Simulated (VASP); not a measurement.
# Settings for N₂: self-consistent run

N₂, molecule in box, 2 atoms in the cell. PBE; PAW potentials N (PBE set). VASP 6.6.1. The cell is changed on purpose: last atom moved by 0.05 Å along z.

Wanted: energy within 2 meV/atom; forces within 0.01 eV/Å.

What the run is for: forces; Accuracy asked: standard.

POSCAR:
```
N
1.0
   10.0000000000      0.0000000000      0.0000000000
    0.0000000000     10.0000000000      0.0000000000
    0.0000000000      0.0000000000     10.0000000000
N
2
Direct
    0.5478500000      0.4870700000      0.5273800000
    0.4547500000      0.5171300000      0.4844200000
```

The series start from Plane-wave cutoff (eV): 520; Electronic threshold (eV): 1e-6; Aspherical gradient terms in the spheres (LASPH): yes; Projection operators (LREAL): Auto, ROPT -0.00025; Electronic algorithm: ALGO=Normal. Each series keeps the choices made before it, and each single choice may use up half of a tolerance.

## Plane-wave cutoff (eV)

| Plane-wave cutoff (eV) | Energy less reference (meV/atom) | Forces, largest deviation (eV/Å) | SCF iterations | Time (s) |
|---|---|---|---|---|
| 400 | 46.6 | 0.938 | 23 | 36 |
| 460 | 18.8 | 0.442 | 22 | 36 |
| 520 | 10.0 | 0.189 | 22 | 52 |
| 600 | 4.4 | 0.070 | 22 | 57 |
| 720 (reference) | 0.0 | 0.000 | 22 | 81 |

## Electronic threshold (eV)

| Electronic threshold (eV) | Energy less reference (meV/atom) | Forces, largest deviation (eV/Å) | SCF iterations | Time (s) |
|---|---|---|---|---|
| 0.001 | 2.1 | 0.034 | 12 | 41 |
| 0.0001 | 0.3 | 0.004 | 16 | 60 |
| 1e-5 | 0.0 | 0.000 | 21 | 79 |
| 1e-6 | 0.0 | 0.000 | 22 | 81 |
| 1e-7 | 0.0 | 0.000 | 24 | 92 |
| 1e-8 (reference) | 0.0 | 0.000 | 27 | 102 |

## Aspherical gradient terms in the spheres (LASPH)

| Aspherical gradient terms in the spheres (LASPH) | Energy less reference (meV/atom) | Forces, largest deviation (eV/Å) | SCF iterations | Time (s) |
|---|---|---|---|---|
| yes | 0.0 | 0.000 | 16 | 60 |
| no | 9.3 | 0.032 | 16 | 53 |

## Projection operators (LREAL)

| Projection operators (LREAL) | Energy less reference (meV/atom) | Forces, largest deviation (eV/Å) | SCF iterations | Time (s) |
|---|---|---|---|---|
| Auto, ROPT -0.005 | -3.8 | 0.076 | 16 | 62 |
| Auto, ROPT -0.002 | 0.6 | 0.038 | 16 | 64 |
| Auto, ROPT -0.001 | 0.6 | 0.038 | 16 | 64 |
| Auto, ROPT -0.0005 | 0.6 | 0.014 | 16 | 59 |
| Auto, ROPT -0.00025 | -0.3 | 0.003 | 16 | 60 |
| Auto, ROPT -0.0001 | -0.1 | 0.001 | 16 | 58 |
| False (reference) | 0.0 | 0.000 | 16 | 56 |

## Electronic algorithm

| Electronic algorithm | Energy less reference (meV/atom) | Forces, largest deviation (eV/Å) | SCF iterations | Time (s) |
|---|---|---|---|---|
| ALGO=Normal | 0.0 | 0.000 | 16 | 60 |
| ALGO=Fast | -0.2 | 0.010 | 19 | 71 |
| ALGO=VeryFast | ran out of time | ran out of time | 93 | 409 |
| ALGO=All ISEARCH=1 | -0.3 | 0.013 | 17 | 78 |

## Question

The rows run from the loosest to the tightest (no order: aspherical gradient terms in the spheres, electronic algorithm). For each series: choose the loosest value from which every tighter one stays within half of the tolerance; where there is no order, keep the first row unless others stay within half of the tolerance and take at least 30 % less time, and then take the fastest.

## Answer

- Plane-wave cutoff (eV): 720, the tightest run, since the next looser one is off by more than half of the tolerance (convergence isn't shown beyond it)
- Electronic threshold (eV): 0.0001
- Aspherical gradient terms in the spheres (LASPH): yes
- Projection operators (LREAL): Auto, ROPT -0.00025
- Electronic algorithm: ALGO=Normal

The choices weren't compared together with a run at all the tightest settings, so their joint error isn't shown.

## The input

INCAR:
```
SYSTEM = N
GGA = PE
ISMEAR = 0
SIGMA = 0.03
LWAVE = .False.
LCHARG = .False.
ISIF = 0
PREC = Accurate
LASPH = .True.
LREAL = Auto
ALGO = Normal
EDIFF = 1E-4
NELM = 120
GGA_COMPAT = .False.
ENCUT = 720
EFERMI = MIDGAP
NELMDL = -8
ROPT = -0.00025
```

KPOINTS:
```
k-points
0
Gamma
  1 1 1
```

Commands:
```
cat potpaw_PBE.64/N/POTCAR > POTCAR
mpirun -np 1 vasp_gam > vasp.out
```

The chosen input took VASP 6.6.1 60 s on 1 core (Intel Xeon Platinum 8488C (Sapphire Rapids)), a shared host.

## An input that fails: mixing far too strong

The electronic loop stops at its limit of 75 steps.

Changes against the starting input:
```
- NELM = 120
+ NELM = 75
+ IMIX = 1
+ AMIX = 1.5
+ BMIX = 0.0001
```
